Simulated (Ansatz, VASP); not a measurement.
One calculation of Al, two programs

```
Al
1.0
     1.37389   -2.41207    0.00000
     1.37389    2.41207    0.00000
     0.00000    0.00000    2.84193
Al
1
Direct
  0.00000 0.00000 0.00000
```

Alike in both runs: functional PBE; k mesh 8 × 8 × 6; occupations gaussian, width 0.1 eV; no spin polarisation.

Ansatz relaxed the structure, and its values are those at the end. VASP's run is a single point on that final structure, the one shown.

|  | VASP | Ansatz |
| --- | --- | --- |
| version | VASP 6.6.1 | Ansatz 0.2.0 |
| potentials or method | VASP PAW PBE potentials, release 64 (Al) | scalar-relativistic, plane waves, PAW |
| plane-wave cutoff (eV) | 520 | 420 |
| valence electrons in the cell | 3 | 3 |

|  | VASP | Ansatz | Ansatz less VASP |
| --- | --- | --- | --- |
| gap on the k mesh at the Fermi level (eV) | none | none | - |
| pressure (GPa) | 0.1 | 0.1 | +0.02 |

A gap of «none» marks a metal or a gap that the smearing closes. With one functional, cell and mesh, what is left measures potentials, basis and numerics.

Caveats: the k mesh is coarse (spacing up to 0.37 Å⁻¹), so the values aren't converged.
